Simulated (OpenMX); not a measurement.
The system is BN.

```
CELL_PARAMETERS angstrom
0.00000 1.81300 1.81300
1.81300 0.00000 1.81300
1.81300 1.81300 0.00000
ATOMIC_POSITIONS crystal
N 0.25000 0.25000 0.25000
B 0.00000 0.00000 0.00000
```

The cell is a database's computed one.

Program: OpenMX 3.8.5. Alike in all runs: task band structure; no spin polarisation; cell as given; k mesh 13 × 13 × 13; smearing fermi-dirac 0.05 eV.

Task: Order these runs on this cell by their pressure, lowest first.
A. level LDA; potentials or basis OpenMX 2013 LDA set, N6.0-s2p2d1, B7.0-s2p2d1, grid cutoff 400 Ry
B. level PBE; potentials or basis OpenMX 2013 PBE set, N6.0-s2p2, B7.0-s2p2, grid cutoff 400 Ry
C. level PBE; potentials or basis OpenMX 2013 PBE set, N6.0-s3p2d2, B7.0-s3p2d2, grid cutoff 400 Ry

Result: A (-12.1 GPa), C (-0.1 GPa), B (5.4 GPa).

Caveats: the basis of atomic orbitals isn't converged, which shifts pressures, moduli and gaps.

Not every run made on this cell is shown here.
